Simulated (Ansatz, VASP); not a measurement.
# Pd in VASP and in Ansatz

File INCAR:

```
PREC = Accurate ; ENCUT = 520
EDIFF = 1E-7 ; ISMEAR = -1
SIGMA = 0.05 ; LREAL = False
LASPH = True ; NELM = 60
ALGO = Normal ; ISIF = 2
LWAVE = False ; LCHARG = False
GGA = PE ; NBANDS = 11
```

Contents of KPOINTS:

```
regular mesh
0
Gamma
  12 12 12
```

File POSCAR:

```
Pd
1.0
   -1.5929712806      1.5929712806      1.5929712806
    1.5929712806     -1.5929712806      1.5929712806
    1.5929712806      1.5929712806     -1.5929712806
Pd
1
Direct
    0.0000000000      0.0000000000      0.0000000000
```

Contents of input.yaml:

```yaml
crystal:
  lattice:
    - [-1.5929712806, 1.5929712806, 1.5929712806]
    - [1.5929712806, -1.5929712806, 1.5929712806]
    - [1.5929712806, 1.5929712806, -1.5929712806]
  atoms:
    - { symbol: Pd, position: [0.0, 0.0, 0.0] }
hamiltonian:
  xc: pbe
  pseudopotentials: { kind: paw }
kpoints:
  mp_grid: { grid: [12, 12, 12] }
scf:
  occupations: { method: fermi_dirac, width: 0.05 }
output:
  forces: true
  stress: true
  eigenvalues: true
```

Change from the starting cell: volume scaled by 1.04.

Alike in both runs: task single point; functional PBE; k mesh 12 × 12 × 12; occupations fermi-dirac, width 0.05 eV; no spin polarisation.

```csv
,VASP,Ansatz
version,VASP 6.6.1,Ansatz 0.2.0
potentials or method,"VASP PAW PBE potentials, release 64 (Pd)",Ansatz PAW
plane-wave cutoff (eV),520,420
valence electrons in the cell,10,18
```

```csv
,VASP,Ansatz,Ansatz less VASP
gap on the k mesh at the Fermi level (eV),none,none,-
pressure (GPa),-6.9,-6.7,+0.23
```

A gap of «none» marks a metal or a gap that the smearing closes. The functional is the same, so the differences come from potentials, cutoffs and numerics. The two sets of potentials don't hold the same shells in valence.
